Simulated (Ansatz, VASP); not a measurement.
**One calculation of MgI2, two programs**

Contents of INCAR:

```
SYSTEM = MgI2
PREC     = Accurate       ! precision mode
ENCUT    = 520            ! plane-wave cutoff, eV
EDIFF    = 1E-6           ! SCF threshold, eV
ISMEAR   = -1             ! smearing method
SIGMA    = 0.03           ! smearing width, eV
LREAL    = .False.        ! projectors in reciprocal space
LASPH    = .True.         ! aspherical terms in the spheres
NELM     = 60             ! most SCF steps
ALGO     = Normal         ! electronic algorithm
ISIF     = 2              ! what is computed and relaxed
LWAVE    = .False.        ! write WAVECAR
LCHARG   = .False.        ! write CHGCAR
GGA      = PS             ! functional
NBANDS   = 15             ! bands
```

KPOINTS

```
Automatic mesh
0
Gamma
  7 7 4
  0 0 0
```

Contents of POSCAR:

```
MgI2
1.0
    4.2367741238      0.0000000000      0.0000000000
   -2.1183870619      3.6691540213      0.0000000000
    0.0000000000      0.0000000000      6.8620000000
Mg I
1 2
Direct
    0.0000000000      0.0000000000      0.0000000000
    0.3333333333      0.6666666667      0.7576300000
    0.6666666667      0.3333333333      0.2423700000
```

Input for Ansatz:

```yaml
crystal:
  lattice:
    - [4.2367741238, 0.0, 0.0]
    - [-2.1183870619, 3.6691540213, 0.0]
    - [0.0, 0.0, 6.862]
  atoms:
    - { symbol: Mg, position: [0.0, 0.0, 0.0] }
    - { symbol: I, position: [0.3333333333, 0.6666666667, 0.75763] }
    - { symbol: I, position: [0.6666666667, 0.3333333333, 0.24237] }
kpoints:
  mp_grid: { grid: [7, 7, 4] }
  band_path:
    path:
      - [0.0, 0.0, 0.0]
      - [0.5, 0.0, 0.0]
      - [0.3333333333, 0.3333333333, 0.0]
      - [0.0, 0.0, 0.0]
      - [0.0, 0.0, 0.5]
      - [0.5, 0.0, 0.5]
      - [0.3333333333, 0.3333333333, 0.5]
      - [0.0, 0.0, 0.5]
      - [0.5, 0.0, 0.5]
    npoints: 5
scf:
  occupations: { method: fermi_dirac, width: 0.03 }
hamiltonian:
  xc: pbesol
  pseudopotentials: { kind: all_electron, lapw: { basis_error: 0.001 } }
output:
  forces: true
  stress: true
  eigenvalues: true
```

Change from the starting cell: equal xx and yy strain of +2 %.

Alike in both runs: task single point; functional PBEsol; k mesh 7 × 7 × 4; occupations fermi-dirac, width 0.03 eV; no spin polarisation.

```csv
,VASP,Ansatz
version,VASP 6.6.1,Ansatz 0.2.0
potentials or method,"VASP PAW PBE potentials, release 64 (Mg, I)","all-electron LAPW, scalar-relativistic"
plane-wave cutoff (eV),520,see its input
```

|  | VASP | Ansatz | Ansatz less VASP |
| --- | --- | --- | --- |
| gap on the k mesh at the Fermi level (eV) | 3.30 | 3.31 | +0.012 |
| pressure (GPa) | -1.3 | -1.3 | +0.03 |
| largest component of the traceless stress (GPa) | 0.63 | 0.63 | -0.005 |
| rms of the force components (eV/Å) | 0.080 | 0.078 | -0.0018 |

Atom by atom the forces differ by 0.002 eV/Å (rms over components). Ansatz ran all-electron here, so the differences hold the error of VASP's frozen core and of both bases.

Caveats: the PAW data sets were made with another functional, which shifts forces and pressure a little (VASP); spin-orbit coupling is left out, which moves the levels of the heavy elements; an odd mesh through Γ misses points on the zone boundary, where band edges often lie; this functional lacks dispersion, which binds the layers, so the pressure and a relaxed spacing across them are unreliable.
